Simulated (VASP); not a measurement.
A run of VASP 6.6.1:

INCAR

```
  PREC = Accurate
  ENCUT = 600
  EDIFF = 1E-6
  ISMEAR = 0
  SIGMA = 0.03
  LREAL = F
  LASPH = T
  NELM = 80
  ALGO = Normal
  ISIF = 3
  LWAVE = F
  LCHARG = F
  GGA = CA
  IBRION = 2
  NSW = 90
  EDIFFG = -0.01
  KPAR = 4
```

Contents of KPOINTS:

```
Automatic mesh
0
Gamma
  12 12 2
```

File POSCAR:

```
SiC
1.0
    3.0950000000      0.0000000000      0.0000000000
   -1.5475000000      2.6803486247      0.0000000000
    0.0000000000      0.0000000000     15.1700000000
Si C
6 6
Direct
    0.0000000000      0.0000000000      0.1250000000
    0.0000000000      0.0000000000      0.6250000000
    0.3333333333      0.6666666667      0.2917000000
    0.6666666667      0.3333333333      0.7917000000
    0.3333333333      0.6666666667      0.9583000000
    0.6666666667      0.3333333333      0.4583000000
    0.0000000000      0.0000000000      0.0000000000
    0.0000000000      0.0000000000      0.5000000000
    0.3333333333      0.6666666667      0.1667000000
    0.6666666667      0.3333333333      0.6667000000
    0.3333333333      0.6666666667      0.8333000000
    0.6666666667      0.3333333333      0.3333000000
```

Potentials or basis: VASP PAW LDA potentials, release 64 (Si, C).

Launch:

```sh
$ cat potpaw_LDA.64/Si/POTCAR potpaw_LDA.64/C/POTCAR > POTCAR
$ mpirun -np 4 vasp_std > vasp.out
```

Hardware: 4 MPI ranks on Intel(R) Xeon(R) Platinum 8488C (Sapphire Rapids), on a shared host.

Task: How long does it take, and how much memory?

Result: It took 2.7 min on 4 MPI ranks on Intel(R) Xeon(R) Platinum 8488C (Sapphire Rapids) (shared host), peak memory 0.32 GiB a rank. Counts: scf iterations 44, k points 38, ion steps 7.
